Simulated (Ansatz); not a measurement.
**VO2 under changes of volume**

One of the cells (10.308 Å³/atom); the others are scaled copies at fixed shape and fractional positions:

```
V O
1.0
     4.50720    0.00000    0.00000
     0.00000    4.50720    0.00000
     0.00000    0.00000    3.04445
V O
2 4
Cartesian
  2.2536 2.2536 1.5222
  0.0000 0.0000 0.0000
  0.9031 3.6041 1.5222
  3.6041 0.9031 1.5222
  3.1567 3.1567 0.0000
  1.3505 1.3505 0.0000
```

The cell is a database's computed one.

```yaml
Program: Ansatz 0.2.0
Functional: BLYP
Dispersion: D3(BJ)
Potentials_or_basis: Ansatz PAW
Cutoff: "420 eV (not typed: the program's choice for these potentials)"
k_mesh: 6 × 6 × 9
Occupations: fermi-dirac, width 0.05 eV
Spin: collinear spin, ferromagnetic start
Starting_moments: "[2.0, 2.0, 0.0, 0.0, 0.0, 0.0] μB"
```

```csv
volume (Å³/atom),energy over the lowest point (meV/atom),pressure (GPa),largest force (eV/Å)
9.689,0.91,3.5,0.173
9.896,0.00,-1.8,0.178
10.102,5.59,-6.5,0.183
10.308,16.86,-10.7,0.187
10.514,33.19,-14.4,0.191
10.720,?,?,?
10.926,78.92,-20.7,0.196
```

Problem. What does the run at 10.720 Å³/atom give?

Solution. Energy over the lowest point 54.03 meV/atom; pressure -17.7 GPa; largest force 0.194 eV/Å.

Worked out: A Birch-Murnaghan fit of order 3 (a polynomial in V^(-2/3)) to the other rows has its minimum at 9.82 Å³/atom with B0 = V·E''(V) = 249 GPa and B' = 4.6 at fixed shape and positions, which overstates the stiffness. It gives 54.06 meV/atom at 10.720 Å³/atom, against the run's 54.03, and -dE/dV = -17.8 GPa, against -17.7.

Energies are extrapolated to zero smearing.

Caveats: pairwise dispersion overbinds metals, which lowers pressure and volume; the PAW data sets come from PBE, with cores solved anew for the run's functional, which leaves a small shift of forces and pressure.
